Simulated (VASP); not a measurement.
# N2 in VASP: further runs

The runs below take N2 through relaxation of the atoms, vibrations by finite differences, with PBE, LDA.

All numbers are computed with VASP 6.6.1; they aren't measurements. Logs are shortened: lines on timing, memory, paths and dates and some standing lists are left out, and cuts for length are marked.

## Step 1: The structure

The cell holds a molecule in a box, 2 atoms: a = 9.000 Å, b = 9.600 Å, c = 10.200 Å, α = 90.00°, β = 90.00°, γ = 90.00°.

## Step 2: Relaxation of the atoms, PBE

INCAR

```
  PREC = Accurate
  ENCUT = 520
  EDIFF = 1E-6
  ISMEAR = 0
  SIGMA = 0.01
  LREAL = False
  LASPH = True
  NELM = 60
  ALGO = Normal
  ISIF = 2
  LWAVE = False
  LCHARG = False
  GGA = PE
  IBRION = 2
  NSW = 40
  EDIFFG = -0.02
```

KPOINTS

```
Automatic mesh
0
Gamma
  1 1 1
```

POSCAR

```
N
1.0
    9.0000000000      0.0000000000      0.0000000000
    0.0000000000      9.6000000000      0.0000000000
    0.0000000000      0.0000000000     10.2000000000
N
2
Direct
    0.5000000000      0.5000000000      0.5539215700
    0.5000000000      0.5000000000      0.4460784300
```

Potentials or basis: VASP PAW PBE potentials, release 64 (N).

Started as:

```sh
> cat potpaw_PBE.64/N/POTCAR > POTCAR
> mpirun -np 1 vasp_gam > vasp.out
```

OUTCAR:

```text
PREC = Accurate
   ENCUT = 520
   EDIFF = 1E-6
   ISMEAR = 0
   LREAL = False
   LASPH = True
   NELM = 60
   ISIF = 2
   GGA = PE
   IBRION = 2
   NSW = 40
   EDIFFG = -0.02

 ion  position               nearest neighbor table
   1  0.500  0.500  0.554-   2 1.10
   2  0.500  0.500  0.446-   1 1.10

  LATTYP: Found a simple orthorhombic cell.
 ALAT       =     9.0000000000
 B/A-ratio  =     1.0666666667
 C/A-ratio  =     1.1333333333

  Lattice vectors:

 A1 = (   9.0000000000,   0.0000000000,   0.0000000000)
 A2 = (   0.0000000000,   9.6000000000,   0.0000000000)
 A3 = (   0.0000000000,   0.0000000000,  10.2000000000)

Analysis of symmetry for initial positions (statically):
=====================================================================
 Subroutine PRICEL returns:
 Original cell was already a primitive cell.

 Routine SETGRP: Setting up the symmetry group for a
 simple orthorhombic supercell.

 Subroutine GETGRP returns: Found  8 space group operations
 (whereof  8 operations were pure point group operations)
 out of a pool of  8 trial point group operations.

The static configuration has the point symmetry D_2h.

Analysis of symmetry for dynamics (positions and initial velocities):
=====================================================================
 Subroutine PRICEL returns:
 Original cell was already a primitive cell.

 Routine SETGRP: Setting up the symmetry group for a
 simple orthorhombic supercell.

 Subroutine GETGRP returns: Found  8 space group operations
 (whereof  8 operations were pure point group operations)
 out of a pool of  8 trial point group operations.

The dynamic configuration has the point symmetry D_2h.

 Subroutine INISYM returns: Found  8 space group operations
 (whereof  8 operations are pure point group operations),
 and found     1 'primitive' translations

----------------------------------------------------------------------------------------

                                     Primitive cell

  volume of cell :     881.2800

  direct lattice vectors                    reciprocal lattice vectors
     9.000000000  0.000000000  0.000000000     0.111111111  0.000000000  0.000000000
     0.000000000  9.600000000  0.000000000     0.000000000  0.104166667  0.000000000
     0.000000000  0.000000000 10.200000000     0.000000000  0.000000000  0.098039216

  length of vectors
     9.000000000  9.600000000 10.200000000     0.111111111  0.104166667  0.098039216

  position of ions in fractional coordinates (direct lattice)
     0.500000000  0.500000000  0.553921570
     0.500000000  0.500000000  0.446078430

  ion indices of the primitive-cell ions
   primitive index   ion index
                 1           1
                 2           2

----------------------------------------------------------------------------------------

 KPOINTS: Automatic mesh

Automatic generation of k-mesh.
 Grid dimensions read from file:
 generate k-points for:    1    1    1

 Generating k-lattice:

  Cartesian coordinates                     Fractional coordinates (reciprocal lattice)
     0.111111111  0.000000000  0.000000000     1.000000000  0.000000000  0.000000000
     0.000000000  0.104166667  0.000000000     0.000000000  1.000000000  0.000000000
     0.000000000  0.000000000  0.098039216     0.000000000  0.000000000  1.000000000

  Length of vectors
     0.111111111  0.104166667  0.098039216

  Shift w.r.t. Gamma in fractional coordinates (k-lattice)
     0.000000000  0.000000000  0.000000000

 Subroutine IBZKPT returns following result:
 ===========================================

 Found      1 irreducible k-points:

 Following reciprocal coordinates:
            Coordinates               Weight
  0.000000  0.000000  0.000000      1.000000
   k-points           NKPTS =      1   k-points in BZ     NKDIM =      1   number of bands    NBANDS=      9
   number of dos      NEDOS =    301   number of ions     NIONS =      2
   total plane-waves  NPLWV = 403200
   dimension x,y,z NGX =    70 NGY =   72 NGZ =   80
   dimension x,y,z NGXF=   140 NGYF=  144 NGZF=  160
   ions per type =               2
   NGX,Y,Z   is equivalent  to a cutoff of  12.93, 12.47, 13.04 a.u.
   NGXF,Y,Z  is equivalent  to a cutoff of  25.86, 24.94, 26.08 a.u.
 SYSTEM =  unknown system
   PREC   = accura    normal or accurate (medium, high low for compatibility)
   ISTART =      0    job   : 0-new  1-cont  2-samecut
   ICHARG =      2    charge: 1-file 2-atom 10-const
   ISPIN  =      1    spin polarized calculation?
   LNONCOLLINEAR =      F non collinear calculations
   LSORBIT =      F    spin-orbit coupling
   LASPH  =      T    aspherical Exc in radial PAW
   ENCUT  =  520.0 eV  38.22 Ry    6.18 a.u.  16.73 17.85 18.97*2*pi/ulx,y,z
   NELM   =     60;   NELMIN=  2; NELMDL= -5     # of ELM steps
   EDIFF  = 0.1E-05   stopping-criterion for ELM
   LREAL  =      F    real-space projection
   EDIFFG = -.2E-01   stopping-criterion for IOM
   NSW    =     40    number of steps for IOM
   IBRION =      2    ionic relax: 0-MD 1-quasi-New 2-CG
   NFREE  =      1    steps in history (QN), initial steepest desc. (CG)
   ISIF   =      2    stress and relaxation
   ISYM   =      2    0-nonsym 1-usesym 2-fastsym
   POTIM  = 0.5000    time-step for ionic-motion
   TEBEG  =    0.0;   TEEND  =   0.0 temperature during run
   PSTRESS=    0.0 pullay stress
   NELECT =      10.0000    total number of electrons
   NUPDOWN=      -1.0000    fix difference up-down
   EMIN   =  10.00;   EMAX   =-10.00  energy-range for DOS
   EFERMI =   0.00;   METHOD = LEGACY
   ISMEAR =     0;   SIGMA  =   0.01  broadening in eV -4-tet -1-fermi 0-gaus
   EFERMI_NEDOS =   21; number of points for ismear=-14 and -15
   IALGO  =     38    algorithm
   IMIX   =      4    mixing-type and parameters
     AMIX     =   0.40;   BMIX     =  1.00
     AMIX_MAG =   1.60;   BMIX_MAG =  1.00
  volume/ion in A,a.u.               =     440.64      2973.59
  Fermi-wavevector in a.u.,A,eV,Ry     =   0.367878  0.695188  1.841331  0.135334
  Thomas-Fermi vector in A             =   1.293319
   LORBIT       =      0    0 simple, 1 ext, 2 COOP (PROOUT), +10 PAW based schemes
   GGA     = PE    functional components
   LHFCALC =     F    Hartree Fock is set to
   AEXX    =    0.0000 exact exchange contribution
   IVDW    =     0    specifies the selected vdW correction
   LEPSILON=     F    determine dielectric tensor
   LRPA    =     F    only Hartree local field effects (RPA)
 conjugate gradient relaxation of ions
 non-spin polarized calculation
 Gauss-broadening in eV      SIGMA  =   0.01
  energy-cutoff  :      520.00
  volume of cell :      881.28
 maximum number of plane-waves:     11856
 NGX is ok and might be reduce to    70
   NGX = 33   NGY = 35   NGZ = 37

--------------------------------------- Ionic step        1  -------------------------------------------

 number of electron      10.0000000 magnetization

 number of electron       9.9999998 magnetization

 Free energy of the ion-electron system (eV)
  ---------------------------------------------------
  ext. energy  EPLUGINS =         0.00000000
  ---------------------------------------------------
  free energy    TOTEN  =       -16.63814687 eV

  energy without entropy =      -16.63814687  energy(sigma->0) =      -16.63814687

------------------------ aborting loop because EDIFF is reached ----------------------------------------

  FORCE on cell =-STRESS in cart. coord.  units (eV):
  Direction    XX          YY          ZZ          XY          YZ          ZX
  --------------------------------------------------------------------------------------
  -------------------------------------------------------------------------------------
  Total       -0.0564714     -0.0578476      2.2195347      0.0000000      0.0000000      0.0000000
  in kB       -0.1026656     -0.1051676      4.0351400      0.0000000      0.0000000      0.0000000
  external PRESSURE =       1.2757689 kB  Pullay stress =       0.0000000 kB

 VOLUME and BASIS-vectors are now :
 -----------------------------------------------------------------------------
  energy-cutoff  :      520.00
  volume of cell :      881.28
      direct lattice vectors                 reciprocal lattice vectors
     9.000000000  0.000000000  0.000000000     0.111111111  0.000000000  0.000000000
     0.000000000  9.600000000  0.000000000     0.000000000  0.104166667  0.000000000
     0.000000000  0.000000000 10.200000000     0.000000000  0.000000000  0.098039216
[... 73 lines left out ...]
 POSITION                                       TOTAL-FORCE (eV/Angst)
 -----------------------------------------------------------------------------------
      4.50000      4.80000      5.65726         0.000000      0.000000     -0.198985
      4.50000      4.80000      4.54274         0.000000      0.000000      0.198985
 -----------------------------------------------------------------------------------
    total drift:                                0.000000      0.000000      0.000000

  FREE ENERGIE OF THE ION-ELECTRON SYSTEM (eV)
  ---------------------------------------------------
  free  energy   TOTEN  =       -16.6516233618 eV

  energy  without entropy=      -16.6516233618  energy(sigma->0) =      -16.65162336

--------------------------------------- Ionic step        4  -------------------------------------------

 number of electron      10.0000000 magnetization

 Free energy of the ion-electron system (eV)
  ---------------------------------------------------
  ext. energy  EPLUGINS =         0.00000000
  ---------------------------------------------------
  free energy    TOTEN  =       -16.65175431 eV

  energy without entropy =      -16.65175431  energy(sigma->0) =      -16.65175431

 E-fermi :  -9.9817     XC(G=0):  -0.6949

 val. band max:      -10.0411210419   @ k =   0.0000   0.0000   0.0000
 cond. band min:      -1.9763050385   @ k =   0.0000   0.0000   0.0000
 fundamental gap:      8.0648160034
 Fermi energy:        -9.9816818335

 k-point     1 :       0.0000    0.0000    0.0000
  band No.  band energies     occupation
      1     -28.0269      2.00000
      2     -13.3939      2.00000
      3     -11.3785      2.00000
      4     -11.3785      2.00000
      5     -10.0411      2.00000
      6      -1.9763      0.00000
      7      -1.9759      0.00000
      8      -0.2157      0.00000
      9       1.1175      0.00000

------------------------ aborting loop because EDIFF is reached ----------------------------------------

  FORCE on cell =-STRESS in cart. coord.  units (eV):
  Direction    XX          YY          ZZ          XY          YZ          ZX
  --------------------------------------------------------------------------------------
  -------------------------------------------------------------------------------------
  Total       -0.0524295     -0.0536327     -0.0890630      0.0000000      0.0000000      0.0000000
  in kB       -0.0953174     -0.0975050     -0.1619176      0.0000000      0.0000000      0.0000000
  external PRESSURE =      -0.1182467 kB  Pullay stress =       0.0000000 kB
[... 10 lines left out ...]
 POSITION                                       TOTAL-FORCE (eV/Angst)
 -----------------------------------------------------------------------------------
      4.50000      4.80000      5.65663         0.000000      0.000000     -0.009496
      4.50000      4.80000      4.54337         0.000000      0.000000      0.009496
 -----------------------------------------------------------------------------------
    total drift:                                0.000000      0.000000      0.000000

  FREE ENERGIE OF THE ION-ELECTRON SYSTEM (eV)
  ---------------------------------------------------
  free  energy   TOTEN  =       -16.6517543126 eV

  energy  without entropy=      -16.6517543126  energy(sigma->0) =      -16.65175431

 reached required accuracy - stopping structural energy minimisation
```

It took 89 s on 1 thread of Intel Xeon Platinum 8488C (Sapphire Rapids), shared host; peak memory 0.79 GiB.

Results:

| Property | Result |
| --- | --- |
| Free energy | -16.6518 eV |
| Energy gained by relaxing | 6.8 meV/atom |
| Ionic steps | 4 |
| Largest force after relaxing | 0.009 eV/Å |
| Gap between the frontier levels | 8.06 eV |

Forces on the atoms (eV/Å):
```
N    0.000  0.000 -0.009
N    0.000  0.000  0.009
```

The path:
```
step  energy change (eV)  largest force (eV/Å)  pressure (GPa)
   1              0.0000                2.0975            0.13
   2              1.6845               14.0427           -1.11
   3             -0.0135                0.1990           -0.02
   4             -0.0136                0.0095           -0.01
```

Final structure:
```
CELL_PARAMETERS angstrom
9.00000 0.00000 0.00000
0.00000 9.60000 0.00000
0.00000 0.00000 10.20000
ATOMIC_POSITIONS crystal
N 0.50000 0.50000 0.55457
N 0.50000 0.50000 0.44543
```

Levels at points of the mesh, in eV from the valence-band top:
```
           k point  band 3  band 4  band 5  band 6  band 7  band 8
(0.00, 0.00, 0.00)   -1.34   -1.34    0.00    8.06    8.07    9.83
```

Caveat: the standard files for N, O and F lose accuracy on very short bonds. Expect the measured gap to be larger: semilocal functionals such as PBE lack the derivative discontinuity.

## Step 3: Vibrations by finite differences, PBE

Edit INCAR of step 2 so:

```diff
@@ -13,4 +13,7 @@
   GGA = PE
-  IBRION = 2
-  NSW = 40
-  EDIFFG = -0.02
+  NBANDS = 12
+  IBRION = 5
+  NFREE = 2
+  POTIM = 0.015
+  NSW = 1
+  ISYM = 0
```

KPOINTS is that of step 2.

POSCAR

```
N                                       
1.0
    9.0000000000      0.0000000000      0.0000000000
    0.0000000000      9.6000000000      0.0000000000
    0.0000000000      0.0000000000     10.2000000000
  N             
     2
Selective dynamics
Direct
0.5000000000000000  0.5000000000000000  0.5545716211572659  T T T
0.5000000000000000  0.5000000000000000  0.4454283788427342  T T T
```

Potentials or basis: VASP PAW PBE potentials, release 64 (N).

Started as:

```sh
> cat potpaw_PBE.64/N/POTCAR > POTCAR
> mpirun -np 1 vasp_gam > vasp.out
```

Wall time 4.7 min (1 thread of Intel Xeon Platinum 8488C (Sapphire Rapids), shared host); peak memory 0.79 GiB.

The run converged. Its results:

- Highest phonon frequency at Γ: 2424 cm⁻¹

Phonon frequencies in cm⁻¹ (negative: imaginary):
```tsv
q point	frequencies
(0.000, 0.000, 0.000)	0 0 0 29 31 2424
```

Caveat: the standard files for N, O and F lose accuracy on very short bonds.

## Step 4: Relaxation of the atoms, LDA

INCAR

```
  PREC = Accurate
  ENCUT = 520
  EDIFF = 1E-6
  ISMEAR = 0
  SIGMA = 0.01
  LREAL = False
  LASPH = True
  NELM = 60
  ALGO = Normal
  ISIF = 2
  LWAVE = False
  LCHARG = False
  GGA = CA
  IBRION = 2
  NSW = 40
  EDIFFG = -0.02
```

KPOINTS is that of step 3.

POSCAR

```
N                                       
1.0
    9.0000000000      0.0000000000      0.0000000000
    0.0000000000      9.6000000000      0.0000000000
    0.0000000000      0.0000000000     10.2000000000
  N             
     2
Direct
     0.5000000000000000    0.5000000000000000    0.5545716211572659
     0.5000000000000000    0.5000000000000000    0.4454283788427342
```

Potentials or basis: VASP PAW LDA potentials, release 64 (N).

Started as:

```sh
> cat potpaw_LDA.64/N/POTCAR > POTCAR
> mpirun -np 1 vasp_gam > vasp.out
```

It took 38 s on 1 thread of Intel Xeon Platinum 8488C (Sapphire Rapids), shared host; peak memory 0.52 GiB.

It converged, with:

* Free energy: -17.4898 eV
* Energy gained by relaxing: 4.0 meV/atom
* Ionic steps: 4
* Largest force after relaxing: 0.007 eV/Å
* Gap between the frontier levels: 8.09 eV

Forces in eV/Å, atoms in the order of the input:
```
N    0.000  0.000 -0.007
N    0.000  0.000  0.007
```

Step by step:
| step | energy change (eV) | largest force (eV/Å) | pressure (GPa) |
| --- | --- | --- | --- |
| 1 | 0.0000 | 1.5249 | -0.11 |
| 2 | 2.0613 | 36.0113 | 2.10 |
| 3 | -0.0079 | 0.1632 | 0.00 |
| 4 | -0.0080 | 0.0068 | -0.01 |

Final structure:
```
N
1.0
     9.00000    0.00000    0.00000
     0.00000    9.60000    0.00000
     0.00000    0.00000   10.20000
N
2
Direct
  0.50000 0.50000 0.55407
  0.50000 0.50000 0.44593
```

Levels at points of the mesh, in eV from the valence-band top:
| k point | band 1 | band 2 | band 3 | band 4 | band 5 | band 6 | band 7 | band 8 | band 9 |
| --- | --- | --- | --- | --- | --- | --- | --- | --- | --- |
| (0.00, 0.00, 0.00) | -18.00 | -3.06 | -1.52 | -1.52 | 0.00 | 8.09 | 8.09 | 10.06 | 11.41 |

Caveat: the standard files for N, O and F lose accuracy on very short bonds. LDA gaps usually lie below the measured ones, often by a third to a half.

## Step 5: Overview

| task | level | potentials or basis | cell | gap on the mesh (eV) | largest force (eV/Å) |
| --- | --- | --- | --- | --- | --- |
| relaxation of the atoms | PBE | VASP PAW PBE potentials, release 64 (N) | atoms relaxed | 8.06 | 0.01 |
| vibrations by finite differences | PBE | VASP PAW PBE potentials, release 64 (N) | as given | - | - |
| relaxation of the atoms | LDA | VASP PAW LDA potentials, release 64 (N) | atoms relaxed | 8.09 | 0.01 |

Alike in all rows: no spin polarisation; k mesh 1 × 1 × 1; cutoff (eV) 520; smearing gaussian 0.01 eV.

Caveats: the standard files for N, O and F lose accuracy on very short bonds.

Absolute energies hang on the potentials; compare differences alone.
